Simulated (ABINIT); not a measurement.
The system is ZnS (Wurtzite-2H).

```
Zn S
1.0
     3.81100    0.00000    0.00000
    -1.90550    3.30042    0.00000
     0.00000    0.00000    6.23400
Zn S
2 2
Direct
  0.66667 0.33333 0.50000
  0.33333 0.66667 0.00000
  0.66667 0.33333 0.88500
  0.33333 0.66667 0.38500
```

Base run:

```yaml
Program: ABINIT 10.8.3 (patched build)
Functional: HCTH407
Potentials_or_basis: JTH PAW PBE v2.0
Cutoff: 544 eV
k_mesh: 8 × 8 × 5
Occupations: fermi-dirac, width 0.05 eV
Spin: no spin polarisation
```

Its results: band gap on the k mesh 2.75 eV, direct; largest force 0.290 eV/Å.

Task: The run is repeated on the same cell with these changes: functional from HCTH407 to revPBE. What comes out?

Result: Band gap on the k mesh 2.36 eV, direct; largest force 0.320 eV/Å.

Caveats: the PAW data sets were made with another functional, which shifts forces and pressure a little; an odd mesh through Γ misses points on the zone boundary, where band edges often lie.

Not every run made on this cell is shown here.
